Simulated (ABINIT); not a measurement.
# InP (F-43m) in ABINIT: settings compared

Aim: see how the results for InP move with the level of theory and the settings. Levels: rPW86PBE, r2SCAN. Tasks: band structure.

Everything below comes from runs of ABINIT 10.8.3 (patched build). Logs are shortened: lines on timing, memory, paths and dates and some standing lists are left out, and cuts for length are marked. The log counts tension as positive stress, the text compression.

**What was measured.**

A printed reference work, data compilation reports, for a bulk crystal of InP at 1.6 K: band gap 1.4236 eV (direct).

The runs below are set against these values where they give the same quantity.

### 1 The crystal as given

The structure is cubic, space group F-43m (No. 216). The conventional cell has a = 5.861 Å, b = 5.861 Å, c = 5.861 Å, α = 90.00°, β = 90.00°, γ = 90.00°. Around In (site symmetry -43m) lie 4 P at 2.54 Å. Around P (site symmetry -43m) lie 4 In at 2.54 Å.

### 2 Band structure, rPW86PBE

The input, run.abi:

```
ndtset 2

pp_dirpath "./"
pseudos "In.GGA_PBE-JTH_sp.xml, P.GGA_PBE-JTH.xml"

acell 3*1.0
rprim
     0.0000000000     5.5378424082     5.5378424082
     5.5378424082     0.0000000000     5.5378424082
     5.5378424082     5.5378424082     0.0000000000
ntypat 2
znucl 49 15
natom 2
typat 1 2
xred
     0.0000000000     0.0000000000     0.0000000000
     0.7500000000     0.7500000000     0.7500000000

ecut 20.0
pawecutdg 40.0

ixc -144130

occopt 3
tsmear 0.00183747

nstep 100

iomode 3
prtwf 0
prteig 0
prtebands 0
enunit 2
prtden1 1

kptopt1 1
ngkpt1 8 8 8
nshiftk1 1
shiftk1 0.0 0.0 0.0
nband1 8
tolvrs1 1.0e-9

iscf2 -2
getden2 1
nband2 12
nbdbuf2 2
tolwfr2 1.0e-12
kptopt2 -9
ndivsm2 8
prteig2 1
kptbounds2
     0.0000000000     0.0000000000     0.0000000000
     0.5000000000     0.0000000000     0.5000000000
     0.5000000000     0.2500000000     0.7500000000
     0.3750000000     0.3750000000     0.7500000000
     0.0000000000     0.0000000000     0.0000000000
     0.5000000000     0.5000000000     0.5000000000
     0.6250000000     0.2500000000     0.6250000000
     0.5000000000     0.2500000000     0.7500000000
     0.5000000000     0.5000000000     0.5000000000
     0.3750000000     0.3750000000     0.7500000000
```

Potentials or basis: JTH PAW PBE v2.0 sp.

Run with:

```sh
abinit run.abi > log 2>&1
```

run.abo:

```text
.Version 10.8.3 of ABINIT
 DATASET    1 : space group F-4 3 m (#216); Bravais cF (face-center cubic)
================================================================================
 Values of the parameters that define the memory need for DATASET  1.
     intxc =       0    ionmov =       0      iscf =      17    lmnmax =      13
     lnmax =       5     mgfft =      32  mpssoang =       3    mqgrid =    3001
     natom =       2  nloc_mem =       2    nspden =       1   nspinor =       1
    nsppol =       1      nsym =      24    n1xccc =       1    ntypat =       2
    occopt =       3   xclevel =       2
       mpw =        1475          nfft =       32768          nkpt =          29
 PAW method is used; the additional fine FFT grid is defined by:
   mgfftf=        48    nfftf =    110592
================================================================================
================================================================================

 DATASET    2 : space group F-4 3 m (#216); Bravais cF (face-center cubic)
================================================================================
 Values of the parameters that define the memory need for DATASET  2.
     intxc =       0    ionmov =       0      iscf =      -2    lmnmax =      13
     lnmax =       5     mgfft =      32  mpssoang =       3    mqgrid =    3001
     natom =       2  nloc_mem =       2    nspden =       1   nspinor =       1
    nsppol =       1      nsym =      24    n1xccc =       1    ntypat =       2
    occopt =       3   xclevel =       2
       mpw =        1472          nfft =       32768          nkpt =         139
 PAW method is used; the additional fine FFT grid is defined by:
   mgfftf=        48    nfftf =    110592
================================================================================
================================================================================

--------------------------------------------------------------------------------
------------- Echo of variables that govern the present computation ------------
--------------------------------------------------------------------------------
 -outvars: echo values of preprocessed input variables --------
            acell      1.0000000000E+00  1.0000000000E+00  1.0000000000E+00 Bohr
              amu      1.14820000E+02  3.09737620E+01
             ecut      2.00000000E+01 Hartree
           enunit           2
           getden1          0
           getden2          1
             iscf1         17
             iscf2         -2
[... 1042 lines left out ...]
 kpt#   5, nband= 12, wtk=  1.00000, kpt=  0.0870  0.0000  0.0870 (reduced coord)
  -0.34617    0.03622    0.06354    0.06354    0.13611    0.21365    0.24046    0.24046
   0.38265    0.41448    0.41983    0.49552
 kpt#   6, nband= 12, wtk=  1.00000, kpt=  0.1087  0.0000  0.1087 (reduced coord)
  -0.34410    0.02449    0.05868    0.05868    0.14698    0.20777    0.24755    0.24755
[... 385 lines left out ...]
 kpt# 135, nband= 12, wtk=  1.00000, kpt=  0.4107  0.4107  0.6786 (reduced coord)
  -0.27964   -0.12836   -0.04060    0.01340    0.17197    0.25554    0.31843    0.32339
   0.39092    0.43210    0.52881    0.55642
 kpt# 136, nband= 12, wtk=  1.00000, kpt=  0.4018  0.4018  0.6964 (reduced coord)
  -0.27746   -0.12866   -0.04498    0.01037    0.16944    0.25521    0.32805    0.32848
   0.38445    0.43072    0.54291    0.56646
 kpt# 137, nband= 12, wtk=  1.00000, kpt=  0.3929  0.3929  0.7143 (reduced coord)
  -0.27554   -0.12943   -0.04746    0.00761    0.16684    0.25132    0.33655    0.33797
   0.37884    0.43081    0.55175    0.57979
 kpt# 138, nband= 12, wtk=  1.00000, kpt=  0.3839  0.3839  0.7321 (reduced coord)
  -0.27404   -0.13047   -0.04810    0.00517    0.16442    0.24508    0.34639    0.34652
   0.37511    0.43277    0.55413    0.59258
 kpt# 139, nband= 12, wtk=  1.00000, kpt=  0.3750  0.3750  0.7500 (reduced coord)
  -0.27313   -0.13143   -0.04707    0.00310    0.16233    0.23759    0.35323    0.35329
   0.37662    0.43696    0.55108    0.58708
 Eigenvalues (   eV  ) for nkpt= 139  k points:
 kpt#   1, nband= 12, wtk=  1.00000, kpt=  0.0000  0.0000  0.0000 (reduced coord)
  -9.52066    2.00228    2.00228    2.00228    2.71287    6.16290    6.16290    6.16290
  10.65352   11.34166   11.34166   13.25378
 kpt#   2, nband= 12, wtk=  1.00000, kpt=  0.0217  0.0000  0.0217 (reduced coord)
  -9.51432    1.87130    1.98344    1.98344    2.84280    6.13789    6.18842    6.18842
  10.69465   11.25993   11.34682   13.28987
 kpt#   3, nband= 12, wtk=  1.00000, kpt=  0.0435  0.0000  0.0435 (reduced coord)
  -9.49533    1.60461    1.92850    1.92850    3.10592    6.06578    6.26340    6.26340
  10.81080   11.04987   11.36230   13.31160
 kpt#   4, nband= 12, wtk=  1.00000, kpt=  0.0652  0.0000  0.0652 (reduced coord)
  -9.46376    1.30101    1.84173    1.84173    3.40210    5.95452    6.38384    6.38384
  10.73460   11.02662   11.38810   13.38371
 kpt#   5, nband= 12, wtk=  1.00000, kpt=  0.0870  0.0000  0.0870 (reduced coord)
  -9.41974    0.98573    1.72901    1.72901    3.70370    5.81370    6.54338    6.54338
  10.41234   11.27846   11.42409   13.48391
 kpt#   6, nband= 12, wtk=  1.00000, kpt=  0.1087  0.0000  0.1087 (reduced coord)
  -9.36344    0.66636    1.59673    1.59673    3.99941    5.65361    6.73607    6.73607
[... 386 lines left out ...]
  -7.60943   -3.49292   -1.10474    0.36465    4.67958    6.95357    8.66502    8.79976
  10.63759   11.75816   14.38965   15.14089
 kpt# 136, nband= 12, wtk=  1.00000, kpt=  0.4018  0.4018  0.6964 (reduced coord)
  -7.55008   -3.50098   -1.22387    0.28216    4.61080    6.94462    8.92673    8.93848
  10.46130   11.72048   14.77341   15.41404
 kpt# 137, nband= 12, wtk=  1.00000, kpt=  0.3929  0.3929  0.7143 (reduced coord)
  -7.49790   -3.52206   -1.29149    0.20698    4.54008    6.83878    9.15796    9.19659
  10.30887   11.72289   15.01386   15.77677
 kpt# 138, nband= 12, wtk=  1.00000, kpt=  0.3839  0.3839  0.7321 (reduced coord)
  -7.45713   -3.55036   -1.30875    0.14063    4.47421    6.66884    9.42567    9.42918
  10.20733   11.77638   15.07873   16.12498
 kpt# 139, nband= 12, wtk=  1.00000, kpt=  0.3750  0.3750  0.7500 (reduced coord)
  -7.43218   -3.57638   -1.28077    0.08433    4.41709    6.46527    9.61199    9.61348
  10.24840   11.89034   14.99577   15.97519

== END DATASET(S) ==============================================================
================================================================================

 -outvars: echo values of variables after computation  --------
            acell      1.0000000000E+00  1.0000000000E+00  1.0000000000E+00 Bohr
           etotal1    -8.7854153639E+00
            fcart1    -7.5972876277E-30 -1.5194575255E-30  4.5583725766E-30
                       7.5972876277E-30  1.5194575255E-30 -4.5583725766E-30
            rprim      0.0000000000E+00  5.5378424082E+00  5.5378424082E+00
                       5.5378424082E+00  0.0000000000E+00  5.5378424082E+00
                       5.5378424082E+00  5.5378424082E+00  0.0000000000E+00
           strten1    -2.7853711526E-04 -2.7853711526E-04 -2.7853711526E-04
                       0.0000000000E+00  0.0000000000E+00  0.0000000000E+00
           xangst      0.0000000000E+00  0.0000000000E+00  0.0000000000E+00
                       4.3957499970E+00  4.3957499970E+00  4.3957499970E+00
             xred      0.0000000000E+00  0.0000000000E+00  0.0000000000E+00
                       7.5000000000E-01  7.5000000000E-01  7.5000000000E-01
 Calculation completed.
```

It took 41 s on 1 thread of Arm Neoverse V2, shared host; peak memory 0.15 GiB.

Results:

| Property | Result |
| --- | --- |
| Free energy | -239.0633 eV |
| Band gap on the k mesh | 0.71 eV, direct |
| Valence electrons inside the program's atomic spheres | In 2.39; P 1.61 |

Levels at the corners of the path, in eV from the valence-band top:
| point | band 1 | band 2 | band 3 | band 4 | band 5 | band 6 | band 7 | band 8 | band 9 |
| --- | --- | --- | --- | --- | --- | --- | --- | --- | --- |
| Γ | -11.52 | 0.00 | 0.00 | 0.00 | 0.71 | 4.16 | 4.16 | 4.16 | 8.65 |
| X | -9.41 | -5.74 | -2.29 | -2.29 | 1.81 | 2.32 | 9.29 | 9.59 | 9.59 |
| W | -9.36 | -5.56 | -2.95 | -2.87 | 4.37 | 4.44 | 5.64 | 6.29 | 10.09 |
| K | -9.43 | -5.58 | -3.28 | -1.92 | 2.41 | 4.46 | 7.61 | 7.61 | 8.25 |
| Γ | -11.52 | 0.00 | 0.00 | 0.00 | 0.71 | 4.16 | 4.16 | 4.16 | 8.65 |
| L | -10.02 | -5.70 | -0.96 | -0.96 | 1.53 | 4.88 | 4.88 | 7.19 | 9.60 |
| U | -9.43 | -5.58 | -3.28 | -1.92 | 2.41 | 4.46 | 7.61 | 7.61 | 8.25 |
| W | -9.36 | -5.56 | -2.95 | -2.87 | 4.37 | 4.44 | 5.64 | 6.29 | 10.09 |
| L | -10.02 | -5.70 | -0.96 | -0.96 | 1.53 | 4.88 | 4.88 | 7.19 | 9.60 |
| K | -9.43 | -5.58 | -3.28 | -1.92 | 2.41 | 4.46 | 7.61 | 7.61 | 8.25 |

Caveat: the cutoff is too short for stress, so the log's stress isn't used; the PAW data sets were made with another functional, which shifts forces and pressure a little; spin-orbit coupling is left out, which moves the levels of the heavy elements; this set keeps more shells in the core, which shifts pressures and gaps.

### 3 Band structure, r2SCAN

Changes to run.abi since step 2:

```diff
@@ -1,6 +1,9 @@
+# Datasets: ground state, then fixed potential
 ndtset 2
 
+# Pseudopotentials
 pp_dirpath "./"
-pseudos "In.GGA_PBE-JTH_sp.xml, P.GGA_PBE-JTH.xml"
+pseudos "In.hgh, P.hgh"
 
+# Structure
 acell 3*1.0
@@ -18,12 +21,17 @@
 
-ecut 20.0
-pawecutdg 40.0
+# Plane-wave basis
+ecut 29.0
 
-ixc -144130
+# Exchange and correlation
+ixc -497498
+usekden 1
 
+# Bands and occupations
 occopt 3
-tsmear 0.00183747
+tsmear 0.05 eV
 
+# SCF cycle
 nstep 100
 
+# Output
 iomode 3
@@ -32,5 +40,11 @@
 prtebands 0
-enunit 2
+enunit 1
 prtden1 1
+prtkden1 1
+prtvha1 1
+prtvclmb1 1
+prtpot1 1
+prtelf1 1
 
+# Dataset 1
 kptopt1 1
@@ -42,4 +56,6 @@
 
+# Dataset 2: bands along G-X-W-K-G-L-U-W-L-K
 iscf2 -2
 getden2 1
+getkden2 1
 nband2 12
@@ -50,2 +66,3 @@
 prteig2 1
+prtvol2 -3
 kptbounds2
```

Potentials or basis: HGH LDA.

Run with:

```sh
abinit run.abi > log 2>&1
```

Run time: 3.9 min. Hardware: 1 thread of Arm Neoverse V2, shared host; peak memory 0.14 GiB.

It converged, with:

* Free energy: -237.5247 eV
* Pressure: -5.0 GPa
* Band gap on the k mesh: 1.12 eV, direct
* Band gap along the path: 1.12 eV, direct
* Valence electrons inside the program's atomic spheres: In 0.67; P 2.78

Levels at the corners of the path, in eV from the valence-band top:
```
point  band 2  band 3  band 4  band 5  band 6  band 7
    Γ    0.00    0.00    0.00    1.12    4.53    4.53
    X   -5.99   -2.33   -2.33    2.16    2.67   10.24
    W   -5.81   -3.00   -2.90    4.84    4.96    6.17
    K   -5.82   -3.33   -1.95    2.78    4.98    8.30
    Γ    0.00    0.00    0.00    1.12    4.53    4.53
    L   -5.90   -0.97   -0.97    1.88    5.30    5.30
    U   -5.82   -3.33   -1.95    2.78    4.98    8.30
    W   -5.81   -3.00   -2.90    4.84    4.96    6.17
    L   -5.90   -0.97   -0.97    1.88    5.30    5.30
    K   -5.82   -3.33   -1.95    2.78    4.98    8.30
```

Caveat: the potentials were made for another functional, which shifts forces and pressure; spin-orbit coupling is left out, which moves the levels of the heavy elements; HGH potentials are hard and often keep d shells in the core, so these values are rough. r2SCAN opens gaps a little over a GGA but as a rule still falls short of measured ones.

### 4 Against experiment

Step 2. A measured gap of InP is 1.4236 eV (direct; 1.6 K; a printed reference work, data compilation); the calculated 0.71 eV misses it by -0.71 eV. Spin-orbit coupling on In is left out. The value is that of rPW86PBE, without temperature or zero-point motion.
